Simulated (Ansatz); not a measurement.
# VSi2N4 monolayer in a perpendicular field

What dipole does a perpendicular field induce in the VSi2N4 monolayer, and does the gap follow? A positive field points along +c.

Main program and level: Ansatz 0.2.0; plane-wave DFT, r2SCAN-D4, Ansatz PAW.

Report form: the programs' logs are mostly left out.

## Step 1: Starting point

The cell holds 7 atoms: 4 N, 2 Si and 1 V. Cell: a = 2.920 Å, b = 2.920 Å, c = 44.631 Å, α = 90.0°, β = 90.0°, γ = 120.0°. Vacuum lies along c.

Coordinates:

```xyz
7
Lattice="2.9200 0.0000 0.0000 -1.4600 2.5288 0.0000 0.0000 0.0000 44.6308" Properties=species:S:1:pos:R:3
N     0.0000    0.0000   18.9000
Si    0.0000    1.6859   19.3694
N     0.0000    1.6859   21.1194
V     0.0000    0.0000   22.3154
N     0.0000    1.6859   23.5114
Si    0.0000    1.6859   25.2614
N     0.0000    0.0000   25.7308
```

## Step 2: Relaxing the slab

The starting cell is a guess, so the in-plane lattice and the atoms are relaxed first, with the slab cut off from its images along the normal.

input.yaml reads:

```yaml
crystal:
  lattice:
    - [2.92, 0.0, 0.0]
    - [-1.46, 2.5287941791, 0.0]
    - [0.0, 0.0, 44.6308141166]
  atoms:
    - { symbol: "N", position: [0.0, 0.0, 0.423474238] }
    - { symbol: Si, position: [0.3333333333, 0.6666666667, 0.4339923585] }
    - { symbol: "N", position: [0.3333333333, 0.6666666667, 0.4732029361] }
    - { symbol: V, position: [0.0, 0.0, 0.5], spin: 1.0 }
    - { symbol: "N", position: [0.3333333333, 0.6666666667, 0.5267970639] }
    - { symbol: Si, position: [0.3333333333, 0.6666666667, 0.5660076415] }
    - { symbol: "N", position: [0.0, 0.0, 0.576525762] }
  periodic: [true, true, false]
magnetization:
  spin_polarized: true
kpoints:
  mp_grid: { grid: [12, 12, 1] }
hamiltonian:
  xc: r2scan
  dispersion: d4
scf:
  occupations: { method: fermi_dirac, width: 0.05 }
  convergence: { dr2_threshold: 1.0e-09 }
relax:
  f_tol: 0.004
  max_steps: 90
  cell: {}
output:
  write_potential: true
  write_density: true
  volumetric_format: npy
```

Run with:

```bash
$ ansatz run input.yaml --threads 4 --pin off --max-ram 6144MiB --backend cpu --events-out ev --progress --plain --runs-dir out
```

The job ended after 3.1 min (4 threads of Arm Neoverse V2, shared host; peak memory 1.6 GiB).

The steps of the relaxation:

```tsv
step	energy less that of the first step (eV)	largest force component (eV/Å)	volume (Å³)
1	0.0000	0.9949	329.56
2	-0.1704	0.0845	321.27
3	-0.1874	0.1016	316.09
4	-0.1839	0.2719	316.22
5	-0.1883	0.0211	316.61
6	-0.1883	0.0004	316.59
7*	-0.1872	0.0003	316.59
```

Relaxation steps marked * repeat the geometry before them on a plane-wave basis chosen anew for their cell, so energy and pressure can jump there. Relaxation step 4 was tried and not accepted.

The run keeps the 12 symmetry operations that it works with, so distortions that break them were not tested.

```tsv
cell as run	before	after	change
a (Å)	2.920	2.862	-2.0 %
b (Å)	2.920	2.862	-2.0 %
```

The atoms that moved most (Å, along periodic axes as changes of fractional coordinates times the final cell, across vacuum about the mean position):

```tsv
atom	dx	dy	dz	length
Si2	0.000	0.000	0.042	0.042
Si6	0.000	0.000	-0.042	0.042
N3	0.000	0.000	0.036	0.036
N5	0.000	0.000	-0.036	0.036
N7	0.000	0.000	0.006	0.006
N1	0.000	0.000	-0.006	0.006
```

Final coordinates:

```cif
data_structure
_symmetry_space_group_name_H-M 'P 1'
_symmetry_Int_Tables_number 1
_cell_length_a 2.8620
_cell_length_b 2.8620
_cell_length_c 44.6308
_cell_angle_alpha 90.000
_cell_angle_beta 90.000
_cell_angle_gamma 120.000
_cell_volume 316.59
loop_
_atom_site_label
_atom_site_type_symbol
_atom_site_fract_x
_atom_site_fract_y
_atom_site_fract_z
_atom_site_occupancy
N1 N 0.00000 0.00000 0.42334 1
Si2 Si 0.33333 0.66667 0.43494 1
N3 N 0.33333 0.66667 0.47400 1
V4 V 0.00000 0.00000 0.50000 1
N5 N 0.33333 0.66667 0.52600 1
Si6 Si 0.33333 0.66667 0.56506 1
N7 N 0.00000 0.00000 0.57666 1
```

Numbers from this step:

```yaml
total_moment: 0.9999 μB
site_moments: 5.96e-4, 0.003019, -0.05836, 0.8086, -0.05836, 0.003019, 5.96e-4 μB
```

Site moment by atom:

```tsv
atom	site moment (μB)
N1	0.001
Si2	0.003
N3	-0.058
V4	0.809
N5	-0.058
Si6	0.003
N7	0.001
```

The lattice constant a goes from 2.920 to 2.862 Å.

## Step 3: Atoms held, field 0

A sawtooth potential applies the field, turning back in the middle of the vacuum. With the dipole correction the typed value is the field outside the slab. The induced dipole is small, so the SCF threshold is tight.

The cell differs from the one that the last finished run ended in (c 44.631 → 24.843 Å).

input.yaml reads:

```yaml
crystal:
  lattice:
    - [2.8619603636, 0.0, 0.0]
    - [-1.4309801818, 2.4785303795, 0.0]
    - [0.0, 0.0, 24.8430150332]
  atoms:
    - { symbol: "N", position: [0.0, 0.0, 0.3622748683] }
    - { symbol: Si, position: [0.3333333333, 0.6666666667, 0.3831166044] }
    - { symbol: "N", position: [0.3333333333, 0.6666666667, 0.4532959951], spin: -0.06 }
    - { symbol: V, position: [0.0, 0.0, 0.5], spin: 0.81 }
    - { symbol: "N", position: [0.3333333333, 0.6666666667, 0.5467040049], spin: -0.06 }
    - { symbol: Si, position: [0.3333333333, 0.6666666667, 0.6168833956] }
    - { symbol: "N", position: [0.0, 0.0, 0.6377251317] }
magnetization:
  spin_polarized: true
kpoints:
  mp_grid: { grid: [18, 18, 1] }
  band_path:
    path: [[0, 0, 0], [0.5, 0, 0], [0.33333333, 0.33333333, 0], [0, 0, 0]]
    npoints: 16
hamiltonian:
  xc: r2scan
  dispersion: d4
scf:
  occupations: { method: fermi_dirac, width: 0.02585 }
  convergence: { dr2_threshold: 1.0e-10 }
efield:
  axis: 3
  dipole_correction: true
  ramp_position: 0.97
  ramp_width: 0.06
  amplitude: 0
output:
  dos: { projected: true, e_range: [-6, 5] }
  bader: true
  write_potential: true
  write_density: true
  volumetric_format: npy
  elf: true
```

Wall time 68 s (4 threads); peak memory 1.2 GiB.

This step gave:

- total moment: 1.0000 μB
- site moments: 5.98e-4, 0.003020, -0.05836, 0.8087, -0.05836, 0.003020, 5.98e-4 μB
- dipole along the normal: 4.75e-8 e·Å
- gap along the path: 0.6695 eV
- ionisation energy, upper face: 5.755 eV
- electron affinity, upper face: 5.086 eV
- gap, the smaller of path and mesh: 0.6695 eV

Running mean over a fixed 2.7 Å (it still follows the layers) of the planar mean; the ramp of the sawtooth is left out. Electron's electrostatic potential energy less the Fermi level against z:

```tsv
z (Å)	electron's electrostatic potential energy less the Fermi level (eV)
3.0	5.44
3.5	5.44
4.0	5.44
4.5	5.44
5.0	5.44
5.5	5.44
6.0	5.42
6.5	5.35
7.0	4.93
7.5	2.77
8.0	-1.84
8.5	-6.09
9.0	-8.38
9.5	-9.39
10.0	-10.4
10.5	-9.36
11.0	-7.74
11.5	-7.77
12.0	-9.11
12.5	-9.85
13.0	-8.63
13.5	-7.59
14.0	-8.10
14.5	-9.96
15.0	-10.2
15.5	-9.06
16.0	-7.90
16.5	-4.93
17.0	-0.280
17.5	3.75
18.0	5.14
18.5	5.39
19.0	5.43
19.5	5.44
20.0	5.44
20.5	5.44
21.0	5.44
21.5	5.44
```

The density of states has structure finer than the step of the table below, so its rows give means over 0.25 eV, whole bins alone (the curve runs from -6 to 2.35 eV). Peaks (eV: height): total -5.890: 11.1, -5.610: 11.7, -3.490: 6.85, -3.380: 6.15, -2.660: 7.47, -2.390: 11.1, 0.420: 7.32; up -5.890: 6.20, -5.640: 6.16, -3.490: 3.60, -2.660: 5.64, -2.420: 3.99, -1.230: 4.58, 1.830: 3.49; down -5.890: 4.86, -5.610: 6.46, -3.490: 3.25, -3.380: 3.57, -2.610: 4.20, -2.390: 7.70, 0.420: 7.18.

The density of states by energy, zero at the Fermi level of the run, which the smearing sets inside the gap; means over each step; values in states/eV a cell:

```tsv
energy (eV)	total	up	down
-5.75	4.67	2.58	2.10
-5.50	6.17	2.95	3.22
-5.25	2.53	1.24	1.29
-5.00	2.01	1.00	1.00
-4.75	2.82	1.47	1.35
-4.50	2.82	1.35	1.46
-4.25	2.31	1.13	1.18
-4.00	2.27	1.14	1.13
-3.75	3.23	1.85	1.38
-3.50	5.06	2.65	2.41
-3.25	4.18	1.96	2.23
-3.00	3.87	1.93	1.94
-2.75	3.86	2.03	1.83
-2.50	7.04	3.29	3.75
-2.25	4.62	2.02	2.59
-2.00	2.22	1.15	1.07
-1.75	0.624	0.331	0.293
-1.50	0	0	0
-1.25	1.96	1.96	0
-1.00	1.18	1.18	0
-0.75	0.576	0.576	0
-0.50	0.262	0.262	0
-0.25	0.0591	0.0591	0
0.00	0	0	0
0.25	0.0206	0.00351	0.0171
0.50	2.86	0.194	2.66
0.75	0.713	0.300	0.413
1.00	0.713	0.455	0.258
1.25	0.948	0.743	0.206
1.50	1.32	1.13	0.194
1.75	2.11	2.10	0.00774
2.00	1.67	1.67	0
```

Projected DOS per atom over height of the atomic layer and energy from the Fermi level. Layers: N Si N V N Si N from below.

Ten even steps from '0' (0.00 states/eV) to '9' (1.51 states/eV), each cell a mean:
```
0014100
0018100
0006000
0004000
0008000
0006000
0000000
0001000
0004000
0008000
0000000
2041402
7094907
3075703
4064604
4065604
2043402
2022202
4032304
3011103
7253527
6253526
```
Columns: height of the atomic layer (Å) from 9 to 15.8 (not evenly spaced); rows upwards: energy from the Fermi level (eV) from -5.96 to 2.32.

Projected DOS per atom, spin up over height of the atomic layer and energy from the Fermi level. Layers: N Si N V N Si N from below.

Values in states/eV, 22 rows by 7 columns, each cell a mean:
```
0.02 0.02 0.19 0.74 0.19 0.02 0.02
0.04 0.03 0.22 1.34 0.22 0.03 0.04
0.01 0.01 0.08 0.77 0.08 0.01 0.01
0.00 0.00 0.04 0.41 0.04 0.00 0.00
0.00 0.00 0.02 0.22 0.02 0.00 0.00
0.00 0.00 0.00 0.03 0.00 0.00 0.00
0.00 0.00 0.00 0.00 0.00 0.00 0.00
0.01 0.00 0.02 0.21 0.02 0.00 0.01
0.01 0.00 0.05 0.69 0.05 0.00 0.01
0.02 0.01 0.07 1.33 0.07 0.01 0.02
0.04 0.00 0.04 0.00 0.04 0.00 0.04
0.18 0.01 0.33 0.07 0.33 0.01 0.18
0.51 0.02 0.67 0.36 0.67 0.02 0.51
0.27 0.02 0.52 0.43 0.52 0.02 0.27
0.29 0.02 0.42 0.39 0.42 0.02 0.29
0.40 0.04 0.53 0.49 0.53 0.04 0.40
0.19 0.04 0.33 0.29 0.33 0.04 0.19
0.22 0.03 0.22 0.23 0.22 0.03 0.22
0.31 0.06 0.22 0.24 0.22 0.06 0.31
0.29 0.06 0.12 0.12 0.12 0.06 0.29
0.54 0.15 0.39 0.26 0.39 0.15 0.54
0.53 0.19 0.45 0.28 0.45 0.19 0.53
```
Columns: height of the atomic layer (Å) from 9 to 15.8 (not evenly spaced); rows upwards: energy from the Fermi level (eV) from -5.96 to 2.32.

Projected DOS per atom, spin down over height of the atomic layer and energy from the Fermi level. Layers: N Si N V N Si N from below.

Ten even steps from '_' (0.00 states/eV) to '@' (0.99 states/eV), each cell a mean:
```
______________
______________
______..______
______::______
______@@______
______%%______
______________
______________
______________
______________
______________
..__--__--__..
**__%%--%%__**
::__++--++__::
--__==--==__--
--__++--++__--
..__--..--__..
::__::..::__::
--__::..::__--
::__..__..__::
++..==::==..++
++..==::==..++
```
Columns: height of the atomic layer (Å) from 9 to 15.8 (not evenly spaced); rows upwards: energy from the Fermi level (eV) from -5.96 to 2.32.

Deep bands are left out, so band numbers here count from the lowest band kept and differ from the log's. Electronic bands along the path, in eV, zero at the Fermi level of the run, which the smearing sets inside the gap; # counts the bands kept:

```tsv
point	up #11	up #12	up #13	up #14	down #9	down #10	down #11	down #12
Γ	-2.13	-0.32	2.58	2.58	-2.19	-2.04	-2.04	1.64
halfway	-2.27	-1.08	1.94	1.98	-2.89	-2.68	-2.27	0.71
M	-2.09	-1.19	1.33	1.41	-2.83	-2.69	-2.12	0.40
halfway	-2.05	-0.97	0.86	1.94	-3.35	-2.41	-2.06	0.49
K	-1.65	-0.63	0.35	2.39	-4.02	-2.34	-1.69	0.64
halfway	-2.37	-1.20	1.77	1.93	-2.71	-2.52	-2.38	0.55
Γ	-2.13	-0.32	2.58	2.58	-2.19	-2.04	-2.04	1.64
```

Spin density in the ca plane at fractional y = 0.667, with atoms of Si and N within 0.2 Å of it.

Values in units of 1e-2 e/Å³, 5 rows by 16 columns, each cell a mean:
```
 0.0  0.0  0.0  0.0  0.0  0.0  0.0  0.6  8.5  3.0  0.2  0.0  0.0  0.0  0.0  0.0
 0.0  0.0  0.0  0.0  0.0  0.0  0.0 -0.2  5.0  1.5 -0.2  0.1  0.0  0.0  0.0  0.0
 0.0  0.0  0.0  0.0  0.0  0.0  0.5 -3.8 -0.3 -2.9 -1.2  0.3  0.0  0.0  0.0  0.0
 0.0  0.0  0.0  0.0  0.0  0.0  0.7 -3.7 -1.0 -3.6 -0.6  0.3  0.0  0.0  0.0  0.0
 0.0  0.0  0.0  0.0  0.0  0.0  0.1 -1.2  2.8  0.2 -0.6  0.1  0.0  0.0  0.0  0.0
```
Columns run along c (16.0 Å, from fractional 0.15 to 0.80 of the cell), rows up along a (2.9 Å). Atoms in or near the plane, at fractional coordinates: Si at (0.38, 0.33), N at (0.45, 0.33), N at (0.55, 0.33), Si at (0.62, 0.33).

Valence density in the ca plane at fractional y = 0.667, with atoms of Si and N within 0.2 Å of it. It is the smooth field of the valence electrons, not physical close to the nuclei.

Ten steps, logarithmic in the rise over the least value, from '0' (0.0 e/Å³) to '9' (3.5 e/Å³), each cell a mean:
```
00000000000000000013566543334466544333466642
00000000000000000013566543334466544333466643
00000000000000000013466544456555566544566542
00000000000000000012455455788755688865455532
00000000000000000012343357899865799986434431
00000000000000000012343257899865799986423431
00000000000000000012455456788765688865445532
00000000000000000013456544566655566544566542
```
Columns run along c (16.0 Å, from fractional 0.05 to 0.69 of the cell), rows up along a (2.9 Å). Atoms in or near the plane, at fractional coordinates: Si at (0.38, 0.33), N at (0.45, 0.33), N at (0.55, 0.33), Si at (0.62, 0.33).

Electrostatic potential energy in the ca plane at fractional y = 0.667, with atoms of Si and N within 0.2 Å of it. With pseudopotentials it is smooth inside the atoms' cores, unlike the true potential.

Values in eV, 5 rows by 16 columns, each cell a mean:
```
  6   6   6   6   6   6   6   2  -2   3  -2 -17   1   2  -2   3
  6   6   6   6   6   6   6   0 -10   0  -1  -9   0  -1  -9   2
  6   6   6   6   6   6   5 -10 -48 -19 -31  -2 -36 -20 -46  -3
  6   6   6   6   6   6   5 -13 -55 -26 -41  -2 -48 -27 -53  -4
  6   6   6   6   6   6   6  -2 -21  -3  -6  -5  -6  -6 -20   1
```
Columns run along c (16.0 Å, from fractional 0.05 to 0.69 of the cell; values clipped at the 3rd and 97th percentile), rows up along a (2.9 Å). Atoms in or near the plane, at fractional coordinates: Si at (0.38, 0.33), N at (0.45, 0.33), N at (0.55, 0.33), Si at (0.62, 0.33).

The gap is 0.67 eV, with the valence edge 5.76 eV and the conduction edge 5.09 eV under the upper vacuum level.

## Step 4: Atoms held, field 0.05 V/Å

Changes to input.yaml since step 3:

```diff
@@ -31,6 +31,4 @@
   ramp_width: 0.06
-  amplitude: 0
+  amplitude: 0.05
 output:
-  dos: { projected: true, e_range: [-6, 5] }
-  bader: true
   write_potential: true
@@ -38,2 +36 @@
   volumetric_format: npy
-  elf: true
```

Wall time 54 s (4 threads); peak memory 1.2 GiB.

The dipole is 0.0151 e·Å, and the gap 0.669 eV.

## Step 5: Atoms held, field -0.05 V/Å

Changes to input.yaml since step 4:

```diff
@@ -31,3 +31,3 @@
   ramp_width: 0.06
-  amplitude: 0.05
+  amplitude: -0.05
 output:
```

Wall time 53 s (4 threads); peak memory 1.1 GiB.

The dipole is -0.0151 e·Å, and the gap 0.669 eV.

## Step 6: Atoms held, field 0.1 V/Å

Changes to input.yaml since step 5:

```diff
@@ -29,5 +29,5 @@
   dipole_correction: true
-  ramp_position: 0.97
-  ramp_width: 0.06
-  amplitude: -0.05
+  ramp_position: 0.936
+  ramp_width: 0.128
+  amplitude: 0.1
 output:
```

The job ended after 52 s (4 threads; peak memory 1.2 GiB).

The dipole is 0.0301 e·Å, and the gap 0.669 eV.

## Step 7: Single point, field 0.2 V/Å

Changes to input.yaml since step 6:

```diff
@@ -31,3 +31,3 @@
   ramp_width: 0.128
-  amplitude: 0.1
+  amplitude: 0.2
 output:
```

Wall time 54 s (4 threads); peak memory 1.2 GiB; 3.5 min of CPU time.

The dipole is 0.0602 e·Å, and the gap 0.669 eV.

## Step 8: Single point, field 0.3 V/Å

Changes to input.yaml since step 7:

```diff
@@ -29,6 +29,8 @@
   dipole_correction: true
-  ramp_position: 0.936
-  ramp_width: 0.128
-  amplitude: 0.2
+  ramp_position: 0.9331
+  ramp_width: 0.1338
+  amplitude: 0.3
 output:
+  dos: { projected: true, e_range: [-6, 5] }
+  bader: true
   write_potential: true
@@ -36 +38,2 @@
   volumetric_format: npy
+  elf: true
```

Run time: 71 s. Hardware: 4 threads; peak memory 1.2 GiB.

The dipole is 0.0904 e·Å, and the gap 0.669 eV.

## Step 9: Response, atoms held

This step: plane-wave DFT, r2SCAN-D4, Ansatz PAW; response to a field along the normal, atoms held (Ansatz 0.2.0).

The dipoles give the slope, and the difference of two potentials shows where the field is screened.

Numbers from this step:

```yaml
equivalent_conductor_thickness_p_eps_0ae: 7.682 Å
distance_between_the_outer_atoms: 6.843 Å
```

Table of dipole of the cell by applied field:

```tsv
applied field (V/Å)	dipole of the cell (e·Å)
-0.050	-0.0151
0.000	0
0.050	0.0151
0.100	0.0301
0.200	0.0602
0.300	0.0904
```

The total moment stays at 1 μB for applied field from -0.05 to 0.3 V/Å.

(Part 1 of 2 ends here.)

[Logs are printed without paths, hosts, clocks, repeated set-up lines and the standing remarks that a program may print on its own settings, such as how far it seeks lower states.]

[Hosts, paths, dates, database ids (printed as entryN), source tags and the programs' standing remarks are cut or masked in the printed files.]

[Maps of the electrostatic potential energy from Ansatz leave out the sawtooth potential of an applied field or a dipole correction, so their vacuum need not be flat; planar profiles and work functions include it.]

[The density of states shown here was stored with 400 of the rows of the run's finer table, so its peaks can read low, often by over a quarter, or be missed, and its means over a window can be off by a tenth or more.]
